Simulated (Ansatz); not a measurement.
A run of Ansatz 0.2.0:

input.yaml

```yaml
crystal:
  lattice:
    - [-1.9814305318, 1.9814305318, 1.9814305318]
    - [1.9814305318, -1.9814305318, 1.9814305318]
    - [1.9814305318, 1.9814305318, -1.9814305318]
  atoms:
    - { symbol: Bi, position: [0.0, 0.0, 0.0] }
kpoints:
  mp_grid: { grid: [9, 9, 9] }
scf:
  occupations: { method: gaussian, width: 0.026 }
hamiltonian:
  xc: pbe
  pseudopotentials: { kind: all_electron, lapw: { basis_error: 0.001 } }
output:
  forces: true
  stress: true
  eigenvalues: true
```

Potentials or basis: all-electron LAPW, scalar-relativistic.

Command:

```console
$ ansatz run input.yaml --threads 1 --pin off --max-ram 3072MiB --backend cpu --events-out ev --progress --plain --runs-dir out
```

Hardware: 1 thread of Intel(R) Xeon(R) Processor @ 2.50GHz (Skylake/Cascade Lake) (shared host).

**Question.** Estimate the wall time of this run.

**Answer.** Run time: 7.8 s on 1 thread of Intel(R) Xeon(R) Processor @ 2.50GHz (Skylake/Cascade Lake), with other jobs on the host, peak memory 0.26 GiB. Counts: scf iterations 6, plane waves 141, k points 35, bands 23.
